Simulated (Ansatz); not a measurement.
Method: Ansatz 0.2.0, DFT PBE, scalar-relativistic, plane waves, PAW. All cells share a 420 eV cutoff and Γ-centred k meshes spaced at most about 0.3 Å⁻¹ (about 0.25 or finer for metals, 2π included). No spin polarisation in the final relaxations.

These are static total energies at zero pressure. All come from trial cells, and lower structures may exist.

Task: These unrelaxed guesses for In3GaP4 are each relaxed within their symmetry. Order them by the energy at which they end, lowest first.
A.

```cif
data_structure
_symmetry_space_group_name_H-M 'Cmmm'
_symmetry_Int_Tables_number 65
_cell_length_a 7.9134
_cell_length_b 11.1913
_cell_length_c 3.9567
_cell_angle_alpha 90.000
_cell_angle_beta 90.000
_cell_angle_gamma 90.000
_cell_volume 350.41
loop_
_atom_site_label
_atom_site_type_symbol
_atom_site_symmetry_multiplicity
_atom_site_Wyckoff_symbol
_atom_site_fract_x
_atom_site_fract_y
_atom_site_fract_z
_atom_site_occupancy
In1 In 4 e 0.25000 0.25000 0.00000 1
In2 In 2 d 0.00000 0.00000 0.50000 1
Ga1 Ga 2 c 0.50000 0.00000 0.50000 1
P1 P 4 g 0.75000 0.00000 0.00000 1
P2 P 4 j 0.50000 0.75000 0.50000 1
```

B.

```cif
data_structure
_symmetry_space_group_name_H-M 'P-43m'
_symmetry_Int_Tables_number 215
_cell_length_a 5.5956
_cell_length_b 5.5956
_cell_length_c 5.5956
_cell_angle_alpha 90.000
_cell_angle_beta 90.000
_cell_angle_gamma 90.000
_cell_volume 175.21
loop_
_atom_site_label
_atom_site_type_symbol
_atom_site_symmetry_multiplicity
_atom_site_Wyckoff_symbol
_atom_site_fract_x
_atom_site_fract_y
_atom_site_fract_z
_atom_site_occupancy
In1 In 3 d 0.00000 0.00000 0.50000 1
Ga1 Ga 1 b 0.50000 0.50000 0.50000 1
P1 P 4 e 0.25000 0.25000 0.25000 1
```

Result: B (ends in P-43m, 0 meV/atom), A (ends in Cmmm, 287 meV/atom).

Cells relaxed within their symmetry can be saddle points. Some structure types and database cells were kept out of the candidates from the start, so a known form may be missing.
